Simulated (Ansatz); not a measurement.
Runs of Ansatz 0.2.0 on KBr. The structure is cubic, space group Fm-3m (No. 225). The conventional cell has a = 6.600 Å, b = 6.600 Å, c = 6.600 Å, α = 90.00°, β = 90.00°, γ = 90.00°. Br (site symmetry m-3m) is surrounded by 6 K at 3.30 Å. Around K (site symmetry m-3m) lie 6 Br at 3.30 Å. 

| task | level | spin | cell | k mesh | points for each segment of the path | gap on the mesh (eV) | pressure (GPa) | relaxed volume (Å³/atom) |
| --- | --- | --- | --- | --- | --- | --- | --- | --- |
| relaxation of cell and atoms | RPBE+D3(BJ) | off | relaxed | 7 × 7 × 7 | - | 5.66 | 0.0 | 27.23 |
| relaxation of cell and atoms | PBEsol+D3(BJ) | off | relaxed | 7 × 7 × 7 | - | 4.50 | 0.0 | 33.03 |
| relaxation of cell and atoms | revPBE+D3(BJ) | off | relaxed | 7 × 7 × 7 | - | 4.71 | 0.0 | 36.16 |
| relaxation of cell and atoms | revPBE+D4 | off | relaxed | 7 × 7 × 7 | - | 4.58 | 0.0 | 37.99 |
| relaxation of cell and atoms | RPBE+D4 | off | relaxed | 7 × 7 × 7 | - | 4.58 | 0.0 | 38.50 |
| relaxation of cell and atoms | PBEsol | off | relaxed | 7 × 7 × 7 | - | 4.34 | 0.0 | 35.11 |
| band structure | LDA | SOC, no magnetisation | as given | 5 × 5 × 5 | 14 | 3.87 | -1.6 | - |
| relaxation of cell and atoms | LDA | off | relaxed | 7 × 7 × 7 | - | (a) | 0.0 | (b) |

Alike in all rows: potentials or basis Ansatz PAW; cutoff (eV) 420; smearing fermi-dirac 0.05 eV.

Problem. Estimate the missing entries.

Solution. (a) 4.32; (b) 32.39.

Caveats: the PAW data sets come from PBE, with cores solved anew for the run's functional, which leaves a small shift of forces and pressure; odd divisions of the mesh miss points on the zone boundary, where band edges often lie, so the gap on the mesh can be too wide (some runs); the plane-wave basis is chosen anew once the cell has moved, so the energies of steps on either side of that aren't comparable (some runs); the volume moved by over 15 % at a fixed basis, so the end points are rough (some runs); the volume moved by -24 % from the deposited cell, more than functionals usually miss (some runs).

A k mesh can miss the band edges, and rows without SOC leave out spin-orbit coupling on Br.

Runs at the PBE level aren't shown here.
